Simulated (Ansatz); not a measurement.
CoO:

```xyz
2
Lattice="0.0000 2.1315 2.1315 2.1315 0.0000 2.1315 2.1315 2.1315 0.0000" Properties=species:S:1:pos:R:3 pbc="T T T"
Co    0.0000    0.0000    0.0000
O     2.1315    2.1315    2.1315
```

Base run:

| Property | Result |
| --- | --- |
| Program | Ansatz 0.2.0 |
| Functional | PBEsol |
| Potentials or basis | all-electron LAPW, scalar-relativistic |
| Cutoff | 360 eV (chosen from the basis error) |
| Basis error allowed | 0.001 eV/atom |
| k mesh | 11 × 11 × 11 |
| Occupations | fermi-dirac, width 0.05 eV |
| Spin | collinear spin, ferromagnetic start |
| Starting moments | [2.0, 0.0] μB |

Its results: pressure -10.8 GPa; net moment 2.96 μB per cell; site moments Co +2.60; O +0.34 μB.

Problem. The run is repeated on the same cell with these changes: functional from PBEsol to LDA. What comes out?

Solution. Pressure -19.3 GPa; net moment 2.88 μB per cell; site moments Co +2.52; O +0.34 μB.

LDA binds more tightly than PBEsol, so the same cell stands under less pressure.

Caveats: a cell with one magnetic atom can't hold antiferromagnetic order, which such compounds often take.
